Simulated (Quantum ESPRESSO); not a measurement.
# Cs under changes of volume

One of the cells (122.477 Å³/atom); the others are scaled copies at fixed shape and fractional positions:

```
Cs
1.0
    -3.12847    3.12847    3.12847
     3.12847   -3.12847    3.12847
     3.12847    3.12847   -3.12847
Cs
1
Direct
  0.00000 0.00000 0.00000
```

```yaml
Program: Quantum ESPRESSO 7.5
Functional: LDA
Potentials_or_basis: GBRV 1.5 LDA
Cutoff: 612 eV
Density_cutoff: 4898 eV
k_mesh: 6 × 6 × 6
Occupations: fermi-dirac, width 0.05 eV
Spin: no spin polarisation
```

```csv
volume (Å³/atom),energy over the lowest point (meV/atom),pressure (GPa)
115.128,0.00,-0.3
117.578,5.15,-0.4
120.027,10.77,-0.4
122.477,16.69,-0.4
124.926,22.87,-0.4
127.376,?,?
129.825,35.97,-0.5
```

Question: What does the run at 127.376 Å³/atom give?

Answer: Energy over the lowest point 29.36 meV/atom; pressure -0.4 GPa.

Worked out: A Birch-Murnaghan fit of order 3 (a polynomial in V^(-2/3)) to the other rows has no minimum within the range. It gives 29.33 meV/atom at 127.376 Å³/atom, against the run's 29.36, and -dE/dV = -0.4 GPa, against -0.4.

Energies are extrapolated to zero smearing.
